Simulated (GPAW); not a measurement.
Here is a GPAW 26.7.0 calculation.

File run.py:

```python
from ase import Atoms
from ase.dft.bandgap import bandgap
from ase.io import write
from ase.units import Bohr, GPa
from gpaw import GPAW, PW
from gpaw.elf import elf_from_dft_calculation

atoms = Atoms(['Au'],
              cell=[[-1.657269, 1.657269, 1.657269],
                    [1.657269, -1.657269, 1.657269],
                    [1.657269, 1.657269, -1.657269]],
              scaled_positions=[[0.0, 0.0, 0.0]],
              pbc=True)

calc = GPAW(mode=PW(600),
            xc='PBE',
            kpts={'size': (11, 11, 11), 'gamma': True},
            occupations={'name': 'fermi-dirac', 'width': 0.05},
            nbands=14,
            convergence={'density': 1e-05, 'energy': 1e-05},
            maxiter=150,
            txt='gpaw.txt')
atoms.calc = calc
energy = atoms.get_potential_energy()
forces = atoms.get_forces()
stress = atoms.get_stress()
calc.write('gs.gpw')
write('result.traj', atoms)
print(f'Energy: {energy:.6f} eV')
print('Forces (eV/A):')
print(forces.round(4))
print('Stress (GPa):', (stress / GPa).round(3))
print('Fermi level:', round(calc.get_fermi_level(), 4), 'eV')
print(f'Gap: {bandgap(calc)[0]:.4f} eV, direct: {bandgap(calc, direct=True)[0]:.4f} eV')

# fields on the real-space grid
write('density.cube', atoms, data=calc.get_pseudo_density() * Bohr**3)
write('potential.cube', atoms, data=calc.get_electrostatic_potential())
write('elf.cube', atoms, data=elf_from_dft_calculation(calc).data)
```

Potentials or basis: GPAW PAW data sets (gpaw-data 1.2.1), pw.

Command:

```sh
$ OMP_NUM_THREADS=1 python run.py
```

Q: Estimate the pressure.

A: 0.9 GPa.

Q: Estimate the band gap on the k mesh.

A: None (metal or under the smearing width).

Caveat: with this Au data set, volumes or pressures lay over 1.5 % or 2 GPa off other programs in two to four cells of ten. The run has no spin-orbit coupling, so splittings on Au are missing.
